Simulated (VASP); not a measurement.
# Si (Fd-3m) in VASP: notebook

One crystal, Si, is run at these levels: PBE; tasks: band structure, Born charges and dielectric tensor.

All numbers are computed with VASP 6.6.1; they aren't measurements. Logs are shortened: lines on timing, memory, paths and dates and some standing lists are left out, and cuts for length are marked.

## (1) Starting point

Symmetry: Fd-3m, No. 227, cubic system. Conventional cell: a = 5.613 Å, b = 5.613 Å, c = 5.613 Å, α = 90.00°, β = 90.00°, γ = 90.00°. Around Si (site symmetry -43m) lie 4 Si at 2.43 Å.

## (2) Band structure, PBE

POSCAR

```
Si                                      
1.0
    0.0000000000      2.8064224518      2.8064224518
    2.8064224518      0.0000000000      2.8064224518
    2.8064224518      2.8064224518      0.0000000000
  Si            
     2
Direct
     0.7500000000000000    0.7500000000000000    0.7500000000000000
     0.5000000000000000    0.5000000000000000    0.5000000000000000
```

INCAR.step1

```
SYSTEM = Si
PREC     = Accurate       ! precision mode
ENCUT    = 520            ! plane-wave cutoff, eV
EDIFF    = 1E-7           ! SCF threshold, eV
ISMEAR   = 0              ! smearing method
SIGMA    = 0.02           ! smearing width, eV
LREAL    = .FALSE.        ! projectors in reciprocal space
LASPH    = .TRUE.         ! aspherical terms in the spheres
NELM     = 60             ! most SCF steps
ALGO     = Normal         ! electronic algorithm
ISIF     = 2              ! what is computed and relaxed
LWAVE    = .FALSE.        ! write WAVECAR
LCHARG   = .TRUE.         ! write CHGCAR
GGA      = PE             ! functional
NBANDS   = 11             ! bands
```

KPOINTS.step1

```
Automatic mesh
0
G
  2 2 2
  0 0 0
```

INCAR.step2

```
SYSTEM = Si
PREC     = Accurate       ! precision mode
ENCUT    = 520            ! plane-wave cutoff, eV
EDIFF    = 1E-7           ! SCF threshold, eV
ISMEAR   = 0              ! smearing method
SIGMA    = 0.05           ! smearing width, eV
LREAL    = .FALSE.        ! projectors in reciprocal space
LASPH    = .TRUE.         ! aspherical terms in the spheres
NELM     = 60             ! most SCF steps
ALGO     = Normal         ! electronic algorithm
ISIF     = 2              ! what is computed and relaxed
LWAVE    = .FALSE.        ! write WAVECAR
LCHARG   = .FALSE.        ! write CHGCAR
GGA      = PE             ! functional
NBANDS   = 11             ! bands
ICHARG   = 11             ! starting density
```

KPOINTS.step2

```
path GXWKGLUWLK,UX
15
line-mode
reciprocal
 0.0000000000  0.0000000000  0.0000000000  G
 0.5000000000  0.0000000000  0.5000000000  X

 0.5000000000  0.0000000000  0.5000000000  X
 0.5000000000  0.2500000000  0.7500000000  W

 0.5000000000  0.2500000000  0.7500000000  W
 0.3750000000  0.3750000000  0.7500000000  K

 0.3750000000  0.3750000000  0.7500000000  K
 0.0000000000  0.0000000000  0.0000000000  G

 0.0000000000  0.0000000000  0.0000000000  G
 0.5000000000  0.5000000000  0.5000000000  L

 0.5000000000  0.5000000000  0.5000000000  L
 0.6250000000  0.2500000000  0.6250000000  U

 0.6250000000  0.2500000000  0.6250000000  U
 0.5000000000  0.2500000000  0.7500000000  W

 0.5000000000  0.2500000000  0.7500000000  W
 0.5000000000  0.5000000000  0.5000000000  L

 0.5000000000  0.5000000000  0.5000000000  L
 0.3750000000  0.3750000000  0.7500000000  K

 0.6250000000  0.2500000000  0.6250000000  U
 0.5000000000  0.0000000000  0.5000000000  X
```

Potentials or basis: VASP PAW PBE potentials, release 64 (Si).

The run is started by

```console
cat potpaw_PBE.64/Si/POTCAR > POTCAR
cp INCAR.step1 INCAR
cp KPOINTS.step1 KPOINTS
mpirun -np 1 vasp_std > vasp.out
cp INCAR.step2 INCAR
cp KPOINTS.step2 KPOINTS
mpirun -np 1 vasp_std > vasp.out
```

OUTCAR:

```text
SYSTEM = Si
   PREC = Accurate
   ENCUT = 520
   EDIFF = 1E-7
   ISMEAR = 0
   LREAL = .FALSE.
   LASPH = .TRUE.
   NELM = 60
   ISIF = 2
   GGA = PE
   ICHARG = 11

 ion  position               nearest neighbor table
   1  0.750  0.750  0.750-   2 2.43   2 2.43   2 2.43   2 2.43
   2  0.500  0.500  0.500-   1 2.43   1 2.43   1 2.43   1 2.43

  LATTYP: Found a face centered cubic cell.
 ALAT       =     5.6128449036

  Lattice vectors:

 A1 = (   0.0000000000,   2.8064224518,   2.8064224518)
 A2 = (   2.8064224518,   0.0000000000,   2.8064224518)
 A3 = (   2.8064224518,   2.8064224518,   0.0000000000)

Analysis of symmetry for initial positions (statically):
=====================================================================
 Subroutine PRICEL returns:
 Original cell was already a primitive cell.

 Routine SETGRP: Setting up the symmetry group for a
 face centered cubic supercell.

 Subroutine GETGRP returns: Found 48 space group operations
 (whereof 24 operations were pure point group operations)
 out of a pool of 48 trial point group operations.

The static configuration has the point symmetry T_d .
 The point group associated with its full space group is O_h .

Analysis of symmetry for dynamics (positions and initial velocities):
=====================================================================
 Subroutine PRICEL returns:
 Original cell was already a primitive cell.

 Routine SETGRP: Setting up the symmetry group for a
 face centered cubic supercell.

 Subroutine GETGRP returns: Found 48 space group operations
 (whereof 24 operations were pure point group operations)
 out of a pool of 48 trial point group operations.

The dynamic configuration has the point symmetry T_d .
 The point group associated with its full space group is O_h .

 Subroutine INISYM returns: Found 48 space group operations
 (whereof 24 operations are pure point group operations),
 and found     1 'primitive' translations

----------------------------------------------------------------------------------------

                                     Primitive cell

  volume of cell :      44.2068

  direct lattice vectors                    reciprocal lattice vectors
     0.000000000  2.806422452  2.806422452    -0.178162771  0.178162771  0.178162771
     2.806422452  0.000000000  2.806422452     0.178162771 -0.178162771  0.178162771
     2.806422452  2.806422452  0.000000000     0.178162771  0.178162771 -0.178162771

  length of vectors
     3.968880693  3.968880693  3.968880693     0.308586971  0.308586971  0.308586971

  position of ions in fractional coordinates (direct lattice)
     0.750000000  0.750000000  0.750000000
     0.500000000  0.500000000  0.500000000

  ion indices of the primitive-cell ions
   primitive index   ion index
                 1           1
                 2           2

----------------------------------------------------------------------------------------

 KPOINTS: path GXWKGLUWLK,UX

Interpolating k-points between supplied coordinates.

 Line segments in fractional coordinates (reciprocal lattice):
    0.000000  0.000000  0.000000  ...  0.500000  0.000000  0.500000
    0.500000  0.000000  0.500000  ...  0.500000  0.250000  0.750000
    0.500000  0.250000  0.750000  ...  0.375000  0.375000  0.750000
    0.375000  0.375000  0.750000  ...  0.000000  0.000000  0.000000
    0.000000  0.000000  0.000000  ...  0.500000  0.500000  0.500000
    0.500000  0.500000  0.500000  ...  0.625000  0.250000  0.625000
    0.625000  0.250000  0.625000  ...  0.500000  0.250000  0.750000
    0.500000  0.250000  0.750000  ...  0.500000  0.500000  0.500000
    0.500000  0.500000  0.500000  ...  0.375000  0.375000  0.750000
    0.625000  0.250000  0.625000  ...  0.500000  0.000000  0.500000

 Generated    15 points on each line segment, for a total of    150 k-points:

 Following reciprocal coordinates:
            Coordinates               Weight
  0.000000  0.000000  0.000000      0.006667
  0.035714  0.000000  0.035714      0.006667
  0.071429  0.000000  0.071429      0.006667
  0.107143  0.000000  0.107143      0.006667
  0.142857  0.000000  0.142857      0.006667
  0.178571  0.000000  0.178571      0.006667
[... 16 lines left out ...]
  0.500000  0.125000  0.625000      0.006667
  0.500000  0.142857  0.642857      0.006667
 [... further k-points ...]
   k-points           NKPTS =    150   k-points in BZ     NKDIM =    150   number of bands    NBANDS=     11
   number of dos      NEDOS =    301   number of ions     NIONS =      2
   total plane-waves  NPLWV =  27000
   dimension x,y,z NGX =    30 NGY =   30 NGZ =   30
   dimension x,y,z NGXF=    60 NGYF=   60 NGZF=   60
   ions per type =               2
   NGX,Y,Z   is equivalent  to a cutoff of  12.57, 12.57, 12.57 a.u.
   NGXF,Y,Z  is equivalent  to a cutoff of  25.13, 25.13, 25.13 a.u.
 SYSTEM =  Si
   PREC   = accura    normal or accurate (medium, high low for compatibility)
   ISTART =      0    job   : 0-new  1-cont  2-samecut
   ICHARG =     11    charge: 1-file 2-atom 10-const
   ISPIN  =      1    spin polarized calculation?
   LNONCOLLINEAR =      F non collinear calculations
   LSORBIT =      F    spin-orbit coupling
   LASPH  =      T    aspherical Exc in radial PAW
   ENCUT  =  520.0 eV  38.22 Ry    6.18 a.u.   7.38  7.38  7.38*2*pi/ulx,y,z
   NELM   =     60;   NELMIN=  2; NELMDL=  0     # of ELM steps
   EDIFF  = 0.1E-06   stopping-criterion for ELM
   LREAL  =      F    real-space projection
   EDIFFG = 0.1E-05   stopping-criterion for IOM
   NSW    =      0    number of steps for IOM
   IBRION =     -1    ionic relax: 0-MD 1-quasi-New 2-CG
   NFREE  =      0    steps in history (QN), initial steepest desc. (CG)
   ISIF   =      2    stress and relaxation
   ISYM   =      2    0-nonsym 1-usesym 2-fastsym
   POTIM  = 0.5000    time-step for ionic-motion
   TEBEG  =    0.0;   TEEND  =   0.0 temperature during run
   PSTRESS=    0.0 pullay stress
   NELECT =       8.0000    total number of electrons
   NUPDOWN=      -1.0000    fix difference up-down
   EMIN   =  10.00;   EMAX   =-10.00  energy-range for DOS
   EFERMI =   0.00;   METHOD = LEGACY
   ISMEAR =     0;   SIGMA  =   0.05  broadening in eV -4-tet -1-fermi 0-gaus
   EFERMI_NEDOS =   21; number of points for ismear=-14 and -15
   IALGO  =     38    algorithm
   IMIX   =      4    mixing-type and parameters
     AMIX     =   0.40;   BMIX     =  1.00
     AMIX_MAG =   1.60;   BMIX_MAG =  1.00
  volume/ion in A,a.u.               =      22.10       149.16
  Fermi-wavevector in a.u.,A,eV,Ry     =   0.925995  1.749876 11.666533  0.857466
  Thomas-Fermi vector in A             =   2.051909
   LORBIT       =      0    0 simple, 1 ext, 2 COOP (PROOUT), +10 PAW based schemes
   GGA     = PE    functional components
   LHFCALC =     F    Hartree Fock is set to
   AEXX    =    0.0000 exact exchange contribution
   IVDW    =     0    specifies the selected vdW correction
   LEPSILON=     F    determine dielectric tensor
   LRPA    =     F    only Hartree local field effects (RPA)
 non-spin polarized calculation
 Gauss-broadening in eV      SIGMA  =   0.05
  energy-cutoff  :      520.00
  volume of cell :       44.21
 maximum number of plane-waves:      1243
 NGX is ok and might be reduce to    30

 number of electron       7.9999999 magnetization

 Free energy of the ion-electron system (eV)
  ---------------------------------------------------
  ext. energy  EPLUGINS =         0.00000000
  ---------------------------------------------------
  free energy    TOTEN  =       -10.95099223 eV

  energy without entropy =      -10.95099223  energy(sigma->0) =      -10.95099223

 E-fermi :   5.4060     XC(G=0):  -8.8264

 val. band max:        5.1575821935   @ k =   0.0000   0.0000   0.0000
 cond. band min:       5.8100650626   @ k =   0.4286   0.0000   0.4286
 fundamental gap:      0.6524828691
 Fermi energy:         5.4060218112

 k-point     1 :       0.0000    0.0000    0.0000
  band No.  band energies     occupation
      1      -6.1928      2.00000
      2       5.1576      2.00000
      3       5.1576      2.00000
      4       5.1576      2.00000
      5       7.4555      0.00000
      6       7.5682      0.00000
      7       7.5682      0.00000
      8       7.5682      0.00000
      9      12.6817      0.00000
     10      12.6817      0.00000
     11      12.7723      0.00000

 k-point     2 :       0.0357    0.0000    0.0357
  band No.  band energies     occupation
      1      -6.1722      2.00000
      2       4.9769      2.00000
      3       5.0712      2.00000
      4       5.0712      2.00000
      5       7.5196      0.00000
      6       7.6321      0.00000
      7       7.6801      0.00000
      8       7.6801      0.00000
      9      12.5185      0.00000
     10      12.7049      0.00000
     11      12.8627      0.00000

 k-point     3 :       0.0714    0.0000    0.0714
  band No.  band energies     occupation
      1      -6.1105      2.00000
      2       4.5457      2.00000
      3       4.8509      2.00000
      4       4.8509      2.00000
      5       7.3845      0.00000
      6       7.9769      0.00000
      7       7.9769      0.00000
      8       8.0416      0.00000
      9      12.1204      0.00000
     10      12.7742      0.00000
     11      13.1230      0.00000

 k-point     4 :       0.1071    0.0000    0.1071
  band No.  band energies     occupation
      1      -6.0079      2.00000
      2       4.0058      2.00000
      3       4.5635      2.00000
      4       4.5635      2.00000
      5       7.1886      0.00000
      6       8.3909      0.00000
      7       8.3909      0.00000
      8       8.5023      0.00000
      9      11.6627      0.00000
     10      12.8897      0.00000
     11      13.5262      0.00000
[... 239 lines left out ...]
 k-point    22 :       0.5000    0.1071    0.6071
  band No.  band energies     occupation
      1      -2.3328      2.00000
      2      -2.3328      2.00000
      3       2.1119      2.00000
      4       2.1119      2.00000
      5       6.8330      0.00000
      6       6.8330      0.00000
      7      12.9059      0.00000
      8      12.9059      0.00000
      9      15.1542      0.00000
     10      15.1542      0.00000
     11      17.2102      0.00000

 k-point    23 :       0.5000    0.1250    0.6250
  band No.  band energies     occupation
      1      -2.3187      2.00000
      2      -2.3187      2.00000
      3       2.0159      2.00000
      4       2.0159      2.00000
      5       7.1062      0.00000
      6       7.1062      0.00000
      7      12.4866      0.00000
      8      12.4866      0.00000
      9      15.1321      0.00000
     10      15.1321      0.00000
     11      17.2349      0.00000

 k-point    24 :       0.5000    0.1429    0.6429
  band No.  band energies     occupation
      1      -2.3043      2.00000
      2      -2.3043      2.00000
      3       1.9248      2.00000
      4       1.9248      2.00000
      5       7.4028      0.00000
      6       7.4028      0.00000
      7      12.0603      0.00000
      8      12.0603      0.00000
      9      15.1191      0.00000
     10      15.1191      0.00000
     11      17.2603      0.00000

 [... further k-points ...]

------------------------ aborting loop because EDIFF is reached ----------------------------------------

  FORCE on cell =-STRESS in cart. coord.  units (eV):
  Direction    XX          YY          ZZ          XY          YZ          ZX
  --------------------------------------------------------------------------------------
  -------------------------------------------------------------------------------------
  Total       -3.0253307     -3.0253307     -3.0253307      0.0000000      0.0000000     -0.0000000
  in kB     -109.6463797   -109.6463797   -109.6463797      0.0000000      0.0000000     -0.0000000
  external PRESSURE =    -109.6463797 kB  Pullay stress =       0.0000000 kB

 VOLUME and BASIS-vectors are now :
 -----------------------------------------------------------------------------
  energy-cutoff  :      520.00
  volume of cell :       44.21
      direct lattice vectors                 reciprocal lattice vectors
     0.000000000  2.806422452  2.806422452    -0.178162771  0.178162771  0.178162771
     2.806422452  0.000000000  2.806422452     0.178162771 -0.178162771  0.178162771
     2.806422452  2.806422452  0.000000000     0.178162771  0.178162771 -0.178162771

 POSITION                                       TOTAL-FORCE (eV/Angst)
 -----------------------------------------------------------------------------------
      4.20963      4.20963      4.20963         0.000000      0.000000      0.000000
      2.80642      2.80642      2.80642        -0.000000     -0.000000     -0.000000
 -----------------------------------------------------------------------------------
    total drift:                                0.000000     -0.000000     -0.000000

  FREE ENERGIE OF THE ION-ELECTRON SYSTEM (eV)
  ---------------------------------------------------
  free  energy   TOTEN  =       -10.9509922317 eV

  energy  without entropy=      -10.9509922317  energy(sigma->0) =      -10.95099223
```

Run time: 34 s. Hardware: 1 thread of Intel Xeon Platinum 8259CL at 2.50GHz (Skylake/Cascade Lake), shared host; peak memory 0.18 GiB.

What came out:

```yaml
Band_gap_on_the_k_mesh: 0.80 eV, indirect (least direct gap 2.30 eV)
Band_gap_along_the_path: 0.65 eV, indirect (least direct gap 2.30 eV)
```

Levels at the corners of the path, in eV from the valence-band top:
```tsv
point	band 1	band 2	band 3	band 4	band 5	band 6	band 7	band 8
Γ	-11.35	0.00	0.00	0.00	2.30	2.41	2.41	2.41
X	-7.54	-7.54	-2.65	-2.65	0.80	0.80	9.24	9.24
X	-7.54	-7.54	-2.65	-2.65	0.80	0.80	9.24	9.24
W	-7.41	-7.41	-3.52	-3.52	4.22	4.22	4.57	4.57
W	-7.41	-7.41	-3.52	-3.52	4.22	4.22	4.57	4.57
K	-7.95	-6.98	-3.93	-2.26	1.24	3.97	6.95	7.47
K	-7.95	-6.98	-3.93	-2.26	1.24	3.97	6.95	7.47
Γ	-11.35	0.00	0.00	0.00	2.30	2.41	2.41	2.41
Γ	-11.35	0.00	0.00	0.00	2.30	2.41	2.41	2.41
L	-9.24	-6.58	-1.14	-1.14	1.16	3.25	3.25	7.54
L	-9.24	-6.58	-1.14	-1.14	1.16	3.25	3.25	7.54
U	-7.95	-6.98	-3.93	-2.26	1.24	3.97	6.95	7.47
U	-7.95	-6.98	-3.93	-2.26	1.24	3.97	6.95	7.47
W	-7.41	-7.41	-3.52	-3.52	4.22	4.22	4.57	4.57
W	-7.41	-7.41	-3.52	-3.52	4.22	4.22	4.57	4.57
L	-9.24	-6.58	-1.14	-1.14	1.16	3.25	3.25	7.54
L	-9.24	-6.58	-1.14	-1.14	1.16	3.25	3.25	7.54
K	-7.95	-6.98	-3.93	-2.26	1.24	3.97	6.95	7.47
U	-7.95	-6.98	-3.93	-2.26	1.24	3.97	6.95	7.47
X	-7.54	-7.54	-2.65	-2.65	0.80	0.80	9.24	9.24
```

Caveat: the k mesh is coarse (spacing up to 0.97 Å⁻¹), so the values aren't converged; the log is that of the step along the path at fixed density, whose energy, stress, charges and moments have no meaning; the mesh misses the band edges, which the band path finds closer together. PBE gaps usually lie below the measured ones, often by a third to a half.

(Part 1 of 2 ends here.)
